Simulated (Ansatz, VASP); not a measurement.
## MnS: VASP beside Ansatz

```
CELL_PARAMETERS angstrom
1.86589 1.07727 3.02919
-1.86589 1.07727 3.02919
0.00000 -2.15454 3.02919
ATOMIC_POSITIONS crystal
Mn 0.00000 0.00000 0.00000
S 0.50000 0.50000 0.50000
```

Change from the starting cell: volume scaled by 1.06.

Alike in both runs: task single point; functional PBE; k mesh 9 × 9 × 9; occupations fermi-dirac, width 0.05 eV; collinear spin, ferromagnetic start.

|  | VASP | Ansatz |
| --- | --- | --- |
| version | VASP 6.6.1 | Ansatz 0.2.0 |
| potentials or method | VASP PAW PBE potentials, release 64 (Mn_pv, S) | Ansatz PAW |
| plane-wave cutoff (eV) | 520 | 420 |
| valence electrons in the cell | 19 | 21 |

VASP gave:

| Quantity | Value |
| --- | --- |
| gap on the k mesh at the Fermi level (eV) | none |
| pressure (GPa) | -4.5 |
| largest component of the traceless stress (GPa) | 0.30 |
| net moment per atom (μB) | 2.39 |
| size of the moment on the site where the two differ most (μB) | 0.11 |

Question: Estimate Ansatz's values.

Answer: gap on the k mesh at the Fermi level (eV): none; pressure (GPa): -4.5; largest component of the traceless stress (GPa): 0.30; net moment per atom (μB): 2.39; size of the moment on the site where the two differ most (μB): 0.15.

Site moments also hang on the region over which each program counts them. A gap of «none» marks a metal or a gap that the smearing closes. With one functional, cell and mesh, what is left measures potentials, basis and numerics. The two sets of potentials don't hold the same shells in valence.

Caveats: a cell with one magnetic atom can't hold antiferromagnetic order, which such compounds often take; semilocal functionals often make such compounds metallic where correlation or magnetic order opens a gap, which also shifts bond lengths.
